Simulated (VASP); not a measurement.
MoSe2:

```
CELL_PARAMETERS angstrom
3.28800 0.00000 0.00000
-1.64400 2.84749 0.00000
0.00000 0.00000 12.90000
ATOMIC_POSITIONS crystal
Mo 0.33333 0.66667 0.25000
Mo 0.66667 0.33333 0.75000
Se 0.33333 0.66667 0.62500
Se 0.66667 0.33333 0.12500
Se 0.33333 0.66667 0.87500
Se 0.66667 0.33333 0.37500
```

| Item | Value |
| --- | --- |
| Program | VASP 6.6.1 |
| Task | relaxation of cell and atoms |
| Functional | rev-vdW-DF2 |
| Potentials or basis | VASP PAW PBE potentials, release 64 (Mo_sv, Se) |
| Cutoff | 600 eV |
| k mesh | 9 × 9 × 2 |
| Occupations | gaussian, width 0.03 eV |
| Spin | no spin polarisation |

At the start: pressure 6.8 GPa; volume 20.13 Å³/atom.

Question: Where does the relaxation end?

Answer: Over 16 steps the energy falls by 28.6 meV/atom and the volume is 20.53 Å³/atom (+2.0 %); space group P6_3/mmc (No. 194, to 0.05 Å).

The path:
| step | energy change (eV) | largest force (eV/Å) | pressure (GPa) | volume (Å³) |
| --- | --- | --- | --- | --- |
| 1 | 0.0000 | 1.2472 | 6.75 | 120.78 |
| 2 | 0.4134 | 1.6481 | -10.99 | 136.18 |
| 3 | -0.1638 | 0.0518 | -0.78 | 125.79 |
| 4 | -0.1641 | 0.0969 | -0.49 | 125.57 |
| 5 | -0.1641 | 0.1171 | -0.38 | 125.48 |
| 6 | -0.1688 | 0.0645 | -0.01 | 124.66 |
| 7 | -0.1689 | 0.0539 | 0.07 | 124.49 |
| 8 | -0.1693 | 0.0080 | -0.20 | 124.57 |
| 9 | -0.1694 | 0.0019 | -0.26 | 124.58 |
| 10 | -0.1696 | 0.0025 | -0.25 | 124.51 |
| 11 | -0.1702 | 0.0023 | -0.25 | 124.30 |
| 12 | -0.1712 | 0.0035 | -0.17 | 123.87 |
| 13 | -0.1717 | 0.0054 | -0.06 | 123.00 |
| 14 | -0.1717 | 0.0048 | -0.09 | 123.24 |
| 15 | -0.1717 | 0.0130 | 0.07 | 123.12 |
| 16 | -0.1718 | 0.0057 | 0.00 | 123.17 |

Final structure:
```yaml
crystal:
  lattice:
    - [3.30359, 0.00000, 0.00000]
    - [-1.65179, 2.86099, 0.00000]
    - [0.00000, 0.00000, 13.03158]
  atoms:
    - { symbol: Mo, position: [0.33333, 0.66667, 0.25000] }
    - { symbol: Mo, position: [0.66667, 0.33333, 0.75000] }
    - { symbol: Se, position: [0.33333, 0.66667, 0.62133] }
    - { symbol: Se, position: [0.66667, 0.33333, 0.12133] }
    - { symbol: Se, position: [0.33333, 0.66667, 0.87867] }
    - { symbol: Se, position: [0.66667, 0.33333, 0.37867] }
```

Caveat: the PAW data sets were made with another functional, which shifts forces and pressure a little.
